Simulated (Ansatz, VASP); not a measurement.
ZnS: VASP beside Ansatz

The input INCAR:

```
SYSTEM = ZnS
PREC = Accurate ; ENCUT = 600
EDIFF = 1E-6 ; ISMEAR = -1
SIGMA = 0.05 ; LREAL = .FALSE.
LASPH = .TRUE. ; NELM = 80
ALGO = Normal ; ISIF = 3
LWAVE = .FALSE. ; LCHARG = .FALSE.
GGA = RE ; IVDW = 13
IBRION = 2 ; NSW = 60
EDIFFG = -0.01
```

The input KPOINTS:

```
regular mesh
0
G
  9 9 9
  0 0 0
```

Contents of POSCAR:

```
ZnS
1.0
    0.0000000000      2.7020000000      2.7020000000
    2.7020000000      0.0000000000      2.7020000000
    2.7020000000      2.7020000000      0.0000000000
Zn S
1 1
Direct
    0.7500000000      0.7500000000      0.7500000000
    0.0000000000      0.0000000000      0.0000000000
```

input.yaml

```yaml
crystal:
  lattice:
    - [0.0, 2.702, 2.702]
    - [2.702, 0.0, 2.702]
    - [2.702, 2.702, 0.0]
  atoms:
    - { symbol: Zn, position: [0.75, 0.75, 0.75] }
    - { symbol: S, position: [0.0, 0.0, 0.0] }
hamiltonian:
  xc: revpbe
  pseudopotentials: { kind: paw }
  dispersion: d4
kpoints:
  mp_grid: { grid: [9, 9, 9] }
scf:
  occupations: { method: fermi_dirac, width: 0.05 }
output:
  forces: true
  stress: true
relax:
  f_tol: 0.01
  max_steps: 40
  cell: { stress_tol: 0.05 }
```

Alike in both runs: task relaxation of cell and atoms; functional revPBE; dispersion D4; k mesh 9 × 9 × 9; occupations fermi-dirac, width 0.05 eV; no spin polarisation.

```csv
,VASP,Ansatz
version,VASP 6.6.1,Ansatz 0.2.0
potentials or method,"VASP PAW PBE potentials, release 64 (Zn, S)",Ansatz PAW
plane-wave cutoff (eV),600,420
valence electrons in the cell,18,18
```

Ansatz gave:

| Property | Result |
| --- | --- |
| relaxed volume (Å³/atom) | 19.21 |
| relaxed cell length with the largest relative difference (Å) | 3.787 |
| energy change over the relaxation (meV/atom) | -3 |

Question: What did VASP give for the same quantities?

Answer: Relaxed volume (Å³/atom): 19.26; relaxed cell length with the largest relative difference (Å): 3.791; energy change over the relaxation (meV/atom): -3.

Caveats: the PAW data sets were made with another functional, which shifts forces and pressure a little (VASP); the plane-wave basis is chosen anew once the cell has moved, so the energies of steps on either side of that aren't comparable (Ansatz); the PAW data sets come from PBE, with cores solved anew for the run's functional, which leaves a small shift of forces and pressure (Ansatz). revPBE gaps usually lie below the measured ones, often by a third to a half.
